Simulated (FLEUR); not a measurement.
## MgSe: equation of state with r2SCAN

The system is MgSe.

```
Se Mg
1.0
     0.00000    2.72550    2.72550
     2.72550    0.00000    2.72550
     2.72550    2.72550    0.00000
Se Mg
1 1
Direct
  0.50000 0.50000 0.50000
  0.00000 0.00000 0.00000
```

```
Program             : FLEUR MaX-R8.1 (later development tree)
Task                : equation of state
Functional          : r2SCAN
Potentials or basis : all-electron
Basis               : FLAPW
Kmax                : 4.52 1/bohr
k mesh              : 8 × 8 × 8
Occupations         : fermi-dirac, width 0.05 eV
Spin                : no spin polarisation
```

```json
{"Equilibrium volume": "20.49 Å³/atom", "Bulk modulus": "66 GPa"}
```

Energy against volume, from the lowest point:
```tsv
volume (Å³/atom)	energy (meV/atom)
19.031	23.83
19.436	11.72
20.246	0.00
21.056	2.42
21.461	8.08
```

Caveat: the meta-GGA is that of a development version, with a GGA for the radial functions and cores and without core tails. Zero-point motion and thermal expansion aren't in these numbers.
